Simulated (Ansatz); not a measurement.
Runs of Ansatz 0.2.0 on Sb. It takes space group P6_3/mmc (No. 194, hexagonal). Conventional cell: a = 3.355 Å, b = 3.355 Å, c = 5.470 Å, α = 90.00°, β = 90.00°, γ = 120.00°. Sb (site symmetry -6m2) has 12 Sb at 3.35 Å as nearest neighbours. This isn't the form of Sb at room conditions, which is rhombohedral.

```tsv
task	level	spin	cell	k mesh	cutoff (eV)	points for each segment of the path	atoms under strain	gap on the mesh (eV)	pressure (GPa)
phonons	PBEsol	off	as given	7 × 7 × 4	420	-	-	none	-
band structure	revPBE	off	as given	9 × 9 × 5	420	14	-	none	2.4
band structure	RPBE	off	as given	9 × 9 × 5	420	14	-	none	2.8
band structure	PBEsol	SOC, no magnetisation	as given	7 × 7 × 4	420	14	-	none	-1.1
band structure	LDA	off	as given	9 × 9 × 5	420	14	-	none	(b)
elastic constants	PBEsol	off	as given	7 × 7 × 4	420	-	relaxed	none	(a)
relaxation of cell and atoms	RPBE	off	relaxed	9 × 9 × 5	420	-	-	none	0.0
band structure	r2SCAN	SOC, no magnetisation	as given	7 × 7 × 4	500	14	-	none	1.2
```

Alike in all rows: potentials or basis Ansatz PAW; smearing fermi-dirac 0.05 eV.

**Question.** Fill in the values left out.

**Answer.** (a) -1.3; (b) -2.7.

Caveats: the PAW data sets come from PBE, with cores solved anew for the run's functional, which leaves a small shift of forces and pressure; spin-orbit coupling is left out, which moves the levels of the heavy elements (some runs); some modes are imaginary (some runs); the elastic tensor has a negative eigenvalue, so either the cell is unstable as it stands or the mesh is too thin (some runs); the plane-wave basis is chosen anew once the cell has moved, so the energies of steps on either side of that aren't comparable (some runs).

A k mesh can miss the band edges, and rows without SOC leave out spin-orbit coupling on Sb.

A gap of «none» marks a metal or a gap under the smearing width.

Runs at the PBE level aren't shown here.
